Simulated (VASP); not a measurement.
A run of VASP 6.6.1:

INCAR

```
  PREC = Normal
  ENCUT = 450
  EDIFF = 1E-6
  ISMEAR = 0
  SIGMA = 0.01
  LREAL = Auto
  LASPH = T
  NELM = 150
  ALGO = Normal
  ISIF = 2
  LWAVE = F
  LCHARG = F
  ISPIN = 2
  MAGMOM = 0 0.166667 0 0 0.166667 0.166667 0.166667 0 0 0 0 0 0 0 0.166667 0.166667 0 0 0 0 0 0 0 0 0 0 0 0 0 0 0
  LORBIT = 11
  GGA = PE
  IBRION = 2
  NSW = 70
  EDIFFG = -0.025
  AMIX = 0.2
  BMIX = 1E-4
  AMIX_MAG = 0.8
  BMIX_MAG = 1E-4
  ICORELEVEL = 1
  NELECT = 121.0
  ISYM = 0
  KPAR = 4
  NCORE = 2
```

File KPOINTS:

```
regular mesh
0
Monkhorst-Pack
  2 2 2
```

The input POSCAR:

```
Mg16O15
1.0
   -4.2449620000      4.2449620000     -4.2449620000
    4.2449620000      4.2449620000      4.2449620000
    4.2449620000     -4.2449620000     -4.2449620000
Mg O
16 15
Direct
    0.2500000000      0.0000000000      0.7500000000
    0.0033059900      0.2610487300      0.7562040900
    0.5000000000      0.0000000000      0.5000000000
    0.7500000000      0.5000000000      0.7500000000
    0.2627674200      0.2593885600      0.5144015100
    0.5070186200      0.7486258300      0.7370334400
    0.0018109200      0.4871568800      0.4969854900
    0.7500000000      0.0000000000      0.2500000000
    0.5000000000      0.2500000000      0.2500000000
    0.7500000000      0.7500000000      0.5000000000
    0.0000000000      0.0000000000      0.0000000000
    0.2500000000      0.5000000000      0.2500000000
    0.0000000000      0.7500000000      0.2500000000
    0.7500000000      0.2500000000      0.0000000000
    0.4981525600      0.4994631100      0.0060687800
    0.2411923400      0.7416246300      0.9954734200
    0.0000000000      0.7500000000      0.7500000000
    0.5000000000      0.5000000000      0.5000000000
    0.7500000000      0.0000000000      0.7500000000
    0.2500000000      0.7500000000      0.5000000000
    0.5000000000      0.2500000000      0.7500000000
    0.0000000000      0.0000000000      0.5000000000
    0.7500000000      0.5000000000      0.2500000000
    0.5000000000      0.7500000000      0.2500000000
    0.7500000000      0.2500000000      0.5000000000
    0.0000000000      0.5000000000      0.0000000000
    0.2500000000      0.0000000000      0.2500000000
    0.0000000000      0.2500000000      0.2500000000
    0.7500000000      0.7500000000      0.0000000000
    0.5000000000      0.0000000000      0.0000000000
    0.2500000000      0.2500000000      0.0000000000
```

Potentials or basis: VASP PAW PBE potentials, release 64 (Mg, O).

The run is started by

```console
$ cat potpaw_PBE.64/Mg/POTCAR potpaw_PBE.64/O/POTCAR > POTCAR
$ mpirun -np 8 vasp_std > vasp.out
```

Hardware: 8 MPI ranks on Intel(R) Xeon(R) Platinum 8559C (Emerald Rapids), on a shared host.

Task: How long does it take, and how much memory?

Result: Run time: 2.2 min on 8 MPI ranks on Intel(R) Xeon(R) Platinum 8559C (Emerald Rapids) (shared host), peak memory 0.25 GiB a rank. Counts: scf iterations 75, k points 4, ion steps 8.
